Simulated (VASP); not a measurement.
Crystal: Al.

```xyz
1
Lattice="0.0000 2.0248 2.0248 2.0248 0.0000 2.0248 2.0248 2.0248 0.0000" Properties=species:S:1:pos:R:3 pbc="T T T"
Al    0.0000    0.0000    0.0000
```

| Quantity | Value |
| --- | --- |
| Program | VASP 6.6.1 |
| Task | relaxation of cell and atoms |
| Functional | AM05 |
| Potentials or basis | VASP PAW PBE potentials, release 64 (Al) |
| Cutoff | 600 eV |
| k mesh | 11 × 11 × 11 |
| Occupations | fermi-dirac, width 0.05 eV |
| Spin | no spin polarisation |

At the start: pressure -2.5 GPa; volume 16.60 Å³/atom.

Question: How do energy, volume and symmetry change on relaxing?

Answer: Over 3 steps the energy falls by 3.8 meV/atom and the volume is 16.11 Å³/atom (-3.0 %); space group Fm-3m (No. 225, to 0.05 Å).

The path:
| step | energy change (eV) | largest force (eV/Å) | pressure (GPa) | volume (Å³) |
| --- | --- | --- | --- | --- |
| 1 | 0.0000 | 0.0000 | -2.45 | 16.60 |
| 2 | -0.0036 | 0.0000 | 0.62 | 16.00 |
| 3 | -0.0038 | 0.0000 | 0.00 | 16.11 |

Final structure:
```xyz
1
Lattice="0.0000 2.0047 2.0047 2.0047 0.0000 2.0047 2.0047 2.0047 0.0000" Properties=species:S:1:pos:R:3 pbc="T T T"
Al    0.0000    0.0000    0.0000
```

The cell as given is a measured one (16.60 Å³/atom); AM05 puts the equilibrium volume -3.0 % from it, thermal expansion not counted.

Caveat: the PAW data sets were made with another functional, which shifts forces and pressure a little.
